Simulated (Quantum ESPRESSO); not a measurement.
# ZnAu (Pm-3m) in Quantum ESPRESSO: notebook

Runs on ZnAu. Level: PBE. Tasks: phonons.

Everything below comes from runs of Quantum ESPRESSO 7.5. Logs are shortened: lines on timing, memory, paths and dates and some standing lists are left out, and cuts for length are marked.

## Step 1: Starting point

The structure is cubic, space group Pm-3m (No. 221). Conventional cell: a = 3.147 Å, b = 3.147 Å, c = 3.147 Å, α = 90.00°, β = 90.00°, γ = 90.00°. Au (site symmetry m-3m) has 8 Zn at 2.73 Å as nearest neighbours. Zn (site symmetry m-3m) has 8 Au at 2.73 Å as nearest neighbours.

## Step 2: Phonons, PBE, target pressure -3 GPa, at which the enthalpy is minimised

File pw.in:

```
&CONTROL
  calculation = 'scf'
  prefix = 'pwscf'
  outdir = './tmp'
  pseudo_dir = './pseudo'
  tprnfor = .true.
  tstress = .true.
  disk_io = 'low'
/
&SYSTEM
  ibrav = 0
  nat = 2
  ntyp = 2
  ecutwfc = 56
  ecutrho = 448
  nbnd = 23
  occupations = 'smearing'
  smearing = 'mv'
  degauss = 0.01469973
/
&ELECTRONS
  conv_thr = 4d-10
  electron_maxstep = 120
  mixing_beta = 0.5
/
ATOMIC_SPECIES
Au   196.9666 au_pbe_v1.uspp.F.UPF
Zn    65.3800 zn_pbe_v1.uspp.F.UPF
CELL_PARAMETERS bohr
   5.9469681142    0.0000000000    0.0000000000
   0.0000000000    5.9469681142    0.0000000000
   0.0000000000    0.0000000000    5.9469681142
ATOMIC_POSITIONS bohr
Au     0.0000000000    0.0000000000    0.0000000000
Zn     2.9734840571    2.9734840571    2.9734840571
K_POINTS automatic
7 7 7 0 0 0
```

File relax.in:

```
&CONTROL
  calculation = 'vc-relax'
  prefix = 'pwscf'
  outdir = './tmp'
  pseudo_dir = './pseudo'
  tprnfor = .true.
  tstress = .true.
  disk_io = 'low'
  nstep = 40
  forc_conv_thr = 0.0001
  etot_conv_thr = 1d-06
/
&SYSTEM
  ibrav = 0
  nat = 2
  ntyp = 2
  ecutwfc = 56
  ecutrho = 448
  nbnd = 23
  occupations = 'smearing'
  smearing = 'mv'
  degauss = 0.01469973
/
&ELECTRONS
  conv_thr = 4d-10
  electron_maxstep = 120
  mixing_beta = 0.5
/
&IONS
  ion_dynamics = 'bfgs'
/
&CELL
  cell_dynamics = 'bfgs'
  press = -30
  press_conv_thr = 0.2
/
ATOMIC_SPECIES
Au   196.9666 au_pbe_v1.uspp.F.UPF
Zn    65.3800 zn_pbe_v1.uspp.F.UPF
CELL_PARAMETERS bohr
   5.9469681142    0.0000000000    0.0000000000
   0.0000000000    5.9469681142    0.0000000000
   0.0000000000    0.0000000000    5.9469681142
ATOMIC_POSITIONS bohr
Au     0.0000000000    0.0000000000    0.0000000000
Zn     2.9734840571    2.9734840571    2.9734840571
K_POINTS automatic
7 7 7 0 0 0
```

File scf2.in:

```
&CONTROL
  calculation = 'scf'
  prefix = 'pwscf'
  outdir = './tmp'
  pseudo_dir = './pseudo'
  tprnfor = .true.
  tstress = .true.
  disk_io = 'low'
/
&SYSTEM
  ibrav = 0
  nat = 2
  ntyp = 2
  ecutwfc = 56
  ecutrho = 448
  nbnd = 23
  occupations = 'smearing'
  smearing = 'mv'
  degauss = 0.01469973
/
&ELECTRONS
  conv_thr = 1d-13
  electron_maxstep = 120
  mixing_beta = 0.5
  startingpot = 'file'
  startingwfc = 'file'
/
ATOMIC_SPECIES
Au   196.9666 au_pbe_v1.uspp.F.UPF
Zn    65.3800 zn_pbe_v1.uspp.F.UPF
CELL_PARAMETERS bohr
   6.0631224854    0.0000000000    0.0000000000
   0.0000000000    6.0631224854    0.0000000000
   0.0000000000    0.0000000000    6.0631224854
ATOMIC_POSITIONS bohr
Au     0.0000000000    0.0000000000    0.0000000000
Zn     3.0315612427    3.0315612427    3.0315612427
K_POINTS automatic
7 7 7 0 0 0
```

File ph.in:

```
phonons of ZnAu
&INPUTPH
  prefix = 'pwscf'
  outdir = './tmp'
  tr2_ph = 1d-18
  fildyn = 'dyn'
  niter_ph = 90
  alpha_mix(1) = 0.4
/
0.0000000000 0.0000000000 0.0000000000
```

File dynmat.in:

```
&INPUT
  fildyn = 'dyn'
  asr = 'crystal'
  filout = 'dynmat.disp'
  fileig = 'dynmat.eig'
/
```

Potentials or basis: GBRV 1.5 PBE.

Started as:

```console
> OMP_NUM_THREADS=1 pw.x -in pw.in > pw.out
> OMP_NUM_THREADS=1 pw.x -in relax.in > relax.out
> OMP_NUM_THREADS=1 pw.x -in scf2.in > scf2.out
> OMP_NUM_THREADS=1 ph.x -in ph.in > ph.out
> OMP_NUM_THREADS=1 dynmat.x -in dynmat.in > dynmat.out
```

pw.out:

```text
This program is part of the open-source Quantum ESPRESSO suite
     for quantum simulation of materials; please cite
[... 9 lines left out ...]
     --------------------
     sticks:   dense  smooth     PW     G-vecs:    dense   smooth      PW
     Sum        1265     633    193                33641    11837    2007

     Using Slab Decomposition

     bravais-lattice index     =            0
     lattice parameter (alat)  =       5.9470  a.u.
     unit-cell volume          =     210.3230 (a.u.)^3
     number of atoms/cell      =            2
     number of atomic types    =            2
     number of electrons       =        31.00
     number of Kohn-Sham states=           23
     kinetic-energy cutoff     =      56.0000  Ry
     charge density cutoff     =     448.0000  Ry
     scf convergence threshold =      4.0E-10
     mixing beta               =       0.5000
     number of iterations used =            8  plain     mixing
     Exchange-correlation= SLA  PW   PBE  PBE
                           (   1   4   3   4   0   0   0)

     celldm(1)=   5.946968  celldm(2)=   0.000000  celldm(3)=   0.000000
     celldm(4)=   0.000000  celldm(5)=   0.000000  celldm(6)=   0.000000

     crystal axes: (cart. coord. in units of alat)
               a(1) = (   1.000000   0.000000   0.000000 )
               a(2) = (   0.000000   1.000000   0.000000 )
               a(3) = (   0.000000   0.000000   1.000000 )

     reciprocal axes: (cart. coord. in units 2 pi/alat)
               b(1) = (  1.000000  0.000000  0.000000 )
               b(2) = (  0.000000  1.000000  0.000000 )
               b(3) = (  0.000000  0.000000  1.000000 )

     PseudoPot. # 1 for Au read from file:
     au_pbe_v1.uspp.F.UPF
     Pseudo is Ultrasoft + core correction, Zval = 11.0
     Generated by new atomic code, or converted to UPF format
     Using radial grid of  985 points,  7 beta functions with:
                l(1) =   0
                l(2) =   0
                l(3) =   1
                l(4) =   1
                l(5) =   2
                l(6) =   2
                l(7) =   3
     Q(r) pseudized with  6 coefficients,  rinner =    1.900   1.900   1.900
                                                       1.900   1.900   1.900
                                                       1.900

     PseudoPot. # 2 for Zn read from file:
     zn_pbe_v1.uspp.F.UPF
     Pseudo is Ultrasoft, Zval = 20.0
     Generated by new atomic code, or converted to UPF format
     Using radial grid of  943 points,  6 beta functions with:
                l(1) =   0
                l(2) =   0
                l(3) =   1
                l(4) =   1
                l(5) =   2
                l(6) =   2
     Q(r) pseudized with  8 coefficients,  rinner =    1.100   1.100   1.100
                                                       1.100   1.100

     atomic species   valence    mass     pseudopotential
     Au               11.00   196.96660     Au( 1.00)
     Zn               20.00    65.38000     Zn( 1.00)

     48 Sym. Ops., with inversion, found

   Cartesian axes

     site n.     atom                  positions (alat units)
         1        Au     tau(   1) = (   0.0000000   0.0000000   0.0000000  )
         2        Zn     tau(   2) = (   0.5000000   0.5000000   0.5000000  )

     number of k points=    20  Marzari-Vanderbilt smearing, width (Ry)=  0.0147
                       cart. coord. in units 2pi/alat
        k(    1) = (   0.0000000   0.0000000   0.0000000), wk =   0.0058309
        k(    2) = (   0.0000000   0.0000000   0.1428571), wk =   0.0349854
        k(    3) = (   0.0000000   0.0000000   0.2857143), wk =   0.0349854
        k(    4) = (   0.0000000   0.0000000   0.4285714), wk =   0.0349854
        k(    5) = (   0.0000000   0.1428571   0.1428571), wk =   0.0699708
        k(    6) = (   0.0000000   0.1428571   0.2857143), wk =   0.1399417
[... 12 lines left out ...]
        k(   19) = (   0.2857143   0.4285714   0.4285714), wk =   0.1399417
        k(   20) = (   0.4285714   0.4285714   0.4285714), wk =   0.0466472

     Dense  grid:    33641 G-vectors     FFT dimensions: (  45,  45,  45)

     Smooth grid:    11837 G-vectors     FFT dimensions: (  30,  30,  30)

     Check: negative core charge=   -0.000002

     Initial potential from superposition of free atoms

     starting charge      30.9997, renormalised to      31.0000
     Starting wfcs are   22 randomized atomic wfcs +    1 random wfcs

     Self-consistent Calculation

     iteration #  1     ecut=    56.00 Ry     beta= 0.50
     Davidson diagonalization with overlap
     ethr =  1.00E-02,  avg # of iterations =  3.4

     Threshold (ethr) on eigenvalues was too large:
     Diagonalizing with lowered threshold

     Davidson diagonalization with overlap
     ethr =  3.91E-04,  avg # of iterations =  1.6

     total energy              =    -576.53823763 Ry
     estimated scf accuracy    <       0.11990920 Ry

     iteration #  2     ecut=    56.00 Ry     beta= 0.50
     Davidson diagonalization with overlap
     ethr =  3.87E-04,  avg # of iterations =  2.0

     total energy              =    -576.57008002 Ry
     estimated scf accuracy    <       0.02474878 Ry

     iteration #  3     ecut=    56.00 Ry     beta= 0.50
     Davidson diagonalization with overlap
     ethr =  7.98E-05,  avg # of iterations =  2.8

     total energy              =    -576.57439665 Ry
     estimated scf accuracy    <       0.00138928 Ry
[... 33 lines left out ...]
     total energy              =    -576.57452690 Ry
     estimated scf accuracy    <          2.0E-09 Ry

     iteration #  9     ecut=    56.00 Ry     beta= 0.50
     Davidson diagonalization with overlap
     ethr =  6.55E-12,  avg # of iterations =  4.2

     total energy              =    -576.57452690 Ry
     estimated scf accuracy    <          1.1E-09 Ry

     iteration # 10     ecut=    56.00 Ry     beta= 0.50
     Davidson diagonalization with overlap
     ethr =  3.49E-12,  avg # of iterations =  2.0

     End of self-consistent calculation

          k = 0.0000 0.0000 0.0000 (  1503 PWs)   bands (ev):

  -110.9230 -65.0850 -65.0850 -65.0850   4.9112   7.4066   7.4066   8.1045
     8.1045   8.1045  10.0837  10.0837  11.7659  11.7659  11.7659  20.5157
    20.5157  20.5157  24.4041  27.6175  27.6175  33.8349  35.2077

          k = 0.0000 0.0000 0.1429 (  1470 PWs)   bands (ev):

  -110.9230 -65.0853 -65.0849 -65.0849   5.2703   7.4842   7.5095   8.1008
     8.1008   8.1337  10.0254  10.1782  11.5109  11.5109  11.7364  18.3258
    21.1802  21.1802  25.4470  27.2721  29.3476  33.5777  33.5778

          k = 0.0000 0.0000 0.2857 (  1478 PWs)   bands (ev):

  -110.9229 -65.0862 -65.0849 -65.0849   6.2755   7.6767   7.7354   8.0969
     8.0969   8.2011   9.8762  10.3602  11.0018  11.0018  11.6681  15.3384
    22.9169  22.9169  25.9979  26.5500  31.1049  31.1877  31.1877
[... 91 lines left out ...]
          k = 0.2857 0.4286 0.4286 (  1491 PWs)   bands (ev):

  -110.9228 -65.0866 -65.0866 -65.0859   7.6209   7.7871   7.7943   7.9718
     8.3727   9.1075   9.6978   9.8124  11.4334  12.1554  14.7762  16.9119
    17.4080  19.0640  21.9057  23.5718  24.6524  26.4634  35.2590

          k = 0.4286 0.4286 0.4286 (  1496 PWs)   bands (ev):

  -110.9228 -65.0866 -65.0866 -65.0866   7.7445   7.8271   7.8271   8.3463
     8.3463   9.0692   9.3000   9.3000  12.1925  12.1925  16.3513  17.3343
    19.0236  19.0236  20.2612  22.1537  22.1537  23.7654  35.2584

     the Fermi energy is    15.7274 ev

!    total energy              =    -576.57452690 Ry
     estimated scf accuracy    <          3.0E-10 Ry
     smearing contrib. (-TS)   =      -0.00052055 Ry
     internal energy E=F+TS    =    -576.57400635 Ry

     The total energy is F=E-TS. E is the sum of the following terms:
     one-electron contribution =    -373.10696441 Ry
     hartree contribution      =     208.92349352 Ry
     xc contribution           =    -104.48846192 Ry
     ewald contribution        =    -307.90207354 Ry

     convergence has been achieved in  10 iterations

     Forces acting on atoms (cartesian axes, Ry/au):

     atom    1 type  1   force =     0.00000000    0.00000000    0.00000000
     atom    2 type  2   force =     0.00000000    0.00000000    0.00000000

     Total force =     0.000000     Total SCF correction =     0.000000

     Computing stress (Cartesian axis) and pressure

          total   stress  (Ry/bohr**3)                   (kbar)     P=       42.42
   0.00028833   0.00000000   0.00000000           42.42        0.00        0.00
   0.00000000   0.00028833   0.00000000            0.00       42.42        0.00
   0.00000000   0.00000000   0.00028833            0.00        0.00       42.42

=------------------------------------------------------------------------------=
   JOB DONE.
=------------------------------------------------------------------------------=
```

scf2.out:

```text
This program is part of the open-source Quantum ESPRESSO suite
     for quantum simulation of materials; please cite
[... 9 lines left out ...]
     --------------------
     sticks:   dense  smooth     PW     G-vecs:    dense   smooth      PW
     Sum        1313     665    193                35729    12557    2103
[... 279 lines left out ...]
  -0.00019688   0.00000000   0.00000000          -28.96        0.00        0.00
   0.00000000  -0.00019688   0.00000000            0.00      -28.96        0.00
   0.00000000   0.00000000  -0.00019688            0.00        0.00      -28.96

=------------------------------------------------------------------------------=
   JOB DONE.
=------------------------------------------------------------------------------=
```

It took 6.6 min on 1 thread of Arm Neoverse V1, shared host; peak memory 0.28 GiB.

What came out:

```
Free energy                            : -7844.7023 eV
Relaxed volume                         : 16.51 Å³/atom
Relaxed cell                           : a = 3.208 Å, b = 3.208 Å, c = 3.208 Å, α = 90.00°, β = 90.00°, γ = 90.00°
Space group after relaxing (to 0.05 Å) : Pm-3m (No. 221)
Pressure after relaxing                : -2.9 GPa
Band gap on the k mesh                 : none (metal or under the smearing width)
Highest phonon frequency at Γ          : 119 cm⁻¹
```

The path:
| step | energy change (eV) | largest force (eV/Å) | pressure (GPa) | volume (Å³) |
| --- | --- | --- | --- | --- |
| 1 | 0.0000 | 0.0000 | 4.24 | 31.17 |
| 2 | -0.0128 | 0.0000 | -0.58 | 32.33 |
| 3 | -0.0064 | 0.0000 | -2.74 | 32.95 |
| 4 | -0.0050 | 0.0000 | -2.99 | 33.03 |
| 5 | -0.0049 | 0.0000 | -2.99 | 33.03 |

Final structure:
```yaml
crystal:
  lattice:
    - [3.20847, 0.00000, 0.00000]
    - [0.00000, 3.20847, 0.00000]
    - [0.00000, 0.00000, 3.20847]
  atoms:
    - { symbol: Au, position: [0.00000, 0.00000, 0.00000] }
    - { symbol: Zn, position: [0.50000, 0.50000, 0.50000] }
```

Phonon frequencies in cm⁻¹ (negative: imaginary):
| q point | frequencies |
| --- | --- |
| (0.000, 0.000, 0.000) | -4 -4 -4 119 119 119 |

Optical modes at Γ, degenerate ones joined:
| cm⁻¹ | components | symmetry | active in |
| --- | --- | --- | --- |
| 119 | 3 | T1u | IR |

Caveat: the mesh is thin for the phonons of a metal. The run has no spin-orbit coupling, so splittings on Au are missing.

[end of part 1 of 5]
